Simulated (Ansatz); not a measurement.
**What a change of settings does: GaSb (CsCl type)**

First run: DFT, PBE, PAW with Ansatz's default frozen-core files, scalar-relativistic (Ansatz 0.2.0).

Command: `ansatz run input.yaml --threads 1 --pin off --max-ram 2048MiB --backend cpu --events-out ev --progress --plain --runs-dir out` It took 6.8 s on 1 thread of Intel(R) Xeon(R) Platinum 8488C (Sapphire Rapids), on a shared host, peak memory 0.48 GiB.

```yaml
crystal:
  lattice:
    - [2.9595525907, 0.0, 0.0]
    - [0.0, 2.9595525907, 0.0]
    - [0.0, 0.0, 2.9595525907]
  atoms:
    - { symbol: Ga, position: [0.0, 0.0, 0.0] }
    - { symbol: Sb, position: [0.5, 0.5, 0.5] }
kpoints:
  mp_grid: { grid: [13, 13, 13] }
scf:
  occupations: { method: fermi_dirac, width: 0.1 }
hamiltonian:
  xc: pbe
  pseudopotentials: { kind: paw }
output:
  forces: true
  stress: true
  eigenvalues: true
basis:
  ecutwfc: 1000
```

The cell comes from a relaxation on PAW files under the same functional, begun from a prototype that needn't be the stable phase.

This run: volume at 0.55 of the series' base cell, ecut 1000.

It converges in 6 SCF iterations at a pressure of 127.1 GPa, cutoff 1000 eV.

A second input differs as follows:

```diff
   occupations: { method: fermi_dirac, width: 0.1 }
+  max_iter: 100
 hamiltonian:
   ecutwfc: 1000
+total_charge: 0.5
```

What is wrong with it, and what does the program do?

The change was made to test a charge that the system can't hold. The run converges in 8 SCF iterations at a pressure of 137.0 GPa, cutoff 1000 eV. A charged periodic cell stands on a neutralising background, which shapes its energy and pressure. Compare each number with the sound run's before taking it for a property of the system. The log ends:
```
--- Stress (GPa, compression-positive) ---
      136.960756      -0.000000       0.000000
        0.000000     136.960756       0.000000
       -0.000000       0.000000     136.960756
  P = ⅓ Tr σ = 136.9608 GPa (1369.608 kbar)
--- Band table (eV; the first three rows and the last of 84) ---
  k-point 0: bands = ["-7.9787", "-7.9787", "-7.6899", "-7.6899", "-7.6899", "4.1929", "6.1300", "6.1300", "6.4210", "6.4210", "6.4210", "20.8965", "20.8965", "20.8965", "24.9874", "26.0907", "26.0907", "37.3037", "37.3037", "37.3037", "38.2895", "38.2895"]
  k-point 1: bands = ["-7.9774", "-7.9634", "-7.6950", "-7.6950", "-7.6892", "4.3016", "6.1304", "6.1414", "6.4108", "6.4108", "6.4201", "19.7247", "21.0358", "21.0358", "25.3255", "26.1586", "27.1470", "36.5223", "36.6461", "36.6461", "37.3574", "37.8785"]
  k-point 2: bands = ["-7.9739", "-7.9210", "-7.7092", "-7.7092", "-7.6870", "4.6258", "6.1313", "6.1750", "6.3826", "6.3826", "6.4178", "17.6359", "21.4492", "21.4492", "25.6037", "26.3634", "29.6273", "34.7565", "34.7565", "35.0249", "35.6018", "38.1581"]
  k-point 83: bands = ["-7.8877", "-7.8866", "-7.8866", "-7.5417", "-7.5417", "5.9928", "6.0035", "6.0035", "6.5733", "6.5733", "15.8539", "17.7146", "17.8535", "17.8535", "19.2886", "19.9724", "19.9724", "21.1611", "44.8247", "44.8247", "45.2646", "46.5131"]
```
